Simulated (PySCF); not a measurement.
The calculation used delta-SCF UKS SCAN, pcX-2 on the ionised atom, pcseg-1 elsewhere, spin-free X2C in PySCF. Geometries: PBE0-D3(BJ)/def2-SVP; isolated species, one conformer each. Values against the vacuum level.

(1) Rank by computed C 1s binding energy, lowest first.
A. C6 in `[CH:1]#[C:2][BH:3][C:4]#[C:5][CH3:6]`
B. C2 in `[O:1]=[C:2]1[CH:3]=[CH:4][C:5](=[O:6])[O:7]1`
C. C3 in `[CH3:1][CH:2]1[CH2:3][CH2:4][CH2:5][CH2:6][CH2:7]1`
D. C2 in `[CH3:1][CH:2]([CH3:3])[O:4][SiH2:5][PH2:6]`
E. Carbon in `[AsH](C)[GeH3]`

## Answers

(1) C (290.17 eV), E (290.51 eV), A (291.83 eV), D (292.21 eV), B (295.71 eV).

The highest is bonded to O (double bond), O and C, the lowest to 2 C and 2 H; the range is 5.54 eV.
